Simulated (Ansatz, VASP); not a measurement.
# ZnS: VASP beside Ansatz

```
CELL_PARAMETERS angstrom
0.00000 2.71364 2.71364
2.71364 0.00000 2.71364
2.71364 2.71364 0.00000
ATOMIC_POSITIONS crystal
Zn 0.00000 0.00000 0.00000
S 0.75000 0.75000 0.75000
```

Change from the starting cell: volume scaled by 1.01.

Alike in both runs: task single point; functional PBE; k mesh 8 × 8 × 8; occupations fermi-dirac, width 0.01 eV; no spin polarisation.

|  | VASP | Ansatz |
| --- | --- | --- |
| version | VASP 6.6.1 | Ansatz 0.2.0 |
| potentials or method | VASP PAW PBE potentials, release 64 (Zn, S), cutoff 520 eV | all-electron LAPW, scalar-relativistic |

VASP gave:

```
gap on the k mesh at the Fermi level (eV) : 2.06
pressure (GPa)                            : 0.8
```

What did Ansatz give for the same quantities?

gap on the k mesh at the Fermi level (eV): 2.06; pressure (GPa): 0.7.

Ansatz ran all-electron here, so the differences hold the error of VASP's frozen core and of both bases.
